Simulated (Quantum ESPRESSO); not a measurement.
WS2 (Tungstenite): band structure with LDA

Crystal: WS2 (Tungstenite).

```
W S
1.0
     3.18000    0.00000    0.00000
    -1.59000    2.75396    0.00000
     0.00000    0.00000   12.50000
W S
2 4
Cartesian
  1.5900 0.9180 9.3750
  0.0000 1.8360 3.1250
  1.5900 0.9180 4.6875
  0.0000 1.8360 10.9375
  1.5900 0.9180 1.5625
  0.0000 1.8360 7.8125
```

* Program: Quantum ESPRESSO 7.5
* Task: band structure
* Functional: LDA
* Potentials or basis: GBRV 1.5 LDA
* Cutoff: 612 eV
* Density cutoff: 4898 eV
* k mesh: 10 × 10 × 3
* Occupations: fermi-dirac, width 0.05 eV
* Spin: no spin polarisation
* Form of the LDA correlation: PZ81
* Mixing beta: 0.5
* Most SCF iterations: 120
* SCF threshold: 1.2e-09 Ry

```
Pressure                : -5.9 GPa
Largest force           : 0.310 eV/Å
Band gap on the k mesh  : 1.04 eV, indirect (least direct gap 2.06 eV)
Band gap along the path : 0.97 eV, indirect (least direct gap 1.71 eV)
```

Forces on the atoms (eV/Å):
```
W    0.000  0.000  0.000
W    0.000  0.000  0.000
S    0.000  0.000 -0.310
S    0.000  0.000 -0.310
S    0.000  0.000  0.310
S    0.000  0.000  0.310
```

Stress tensor (GPa, compression positive):
```
-6.58  0.00  0.00
 0.00 -6.58  0.00
 0.00  0.00 -4.60
```

Levels at the corners of the path, in eV from the valence-band top:
```
point  band 22  band 23  band 24  band 25  band 26  band 27  band 28  band 29  band 30  band 31
    Γ    -2.25    -2.25    -1.52    -1.14     0.00     2.23     2.23     2.24     2.24     2.35
    M    -2.66    -1.98    -1.81    -1.66    -1.50     2.15     2.19     2.49     2.73     3.03
    K    -4.02    -2.86    -2.86    -0.76    -0.58     1.13     1.13     2.07     3.21     3.27
    Γ    -2.25    -2.25    -1.52    -1.14     0.00     2.23     2.23     2.24     2.24     2.35
    A    -2.28    -2.28    -2.28    -0.31    -0.31     2.23     2.23     2.23     2.23     2.43
    L    -2.77    -1.89    -1.89    -1.57    -1.57     2.17     2.17     2.64     2.64     3.32
    H    -3.75    -3.00    -3.00    -0.68    -0.68     1.13     1.13     2.56     2.56     3.35
    A    -2.28    -2.28    -2.28    -0.31    -0.31     2.23     2.23     2.23     2.23     2.43
    L    -2.77    -1.89    -1.89    -1.57    -1.57     2.17     2.17     2.64     2.64     3.32
    M    -2.66    -1.98    -1.81    -1.66    -1.50     2.15     2.19     2.49     2.73     3.03
    K    -4.02    -2.86    -2.86    -0.76    -0.58     1.13     1.13     2.07     3.21     3.27
    H    -3.75    -3.00    -3.00    -0.68    -0.68     1.13     1.13     2.56     2.56     3.35
```

Wall time 2.7 min on 2 MPI ranks on Arm Neoverse V1, with other jobs on the host, peak memory 0.76 GiB a rank.

Caveat: spin-orbit coupling is left out, which moves the levels of the heavy elements. Expect the measured gap to be larger: semilocal functionals such as LDA lack the derivative discontinuity.
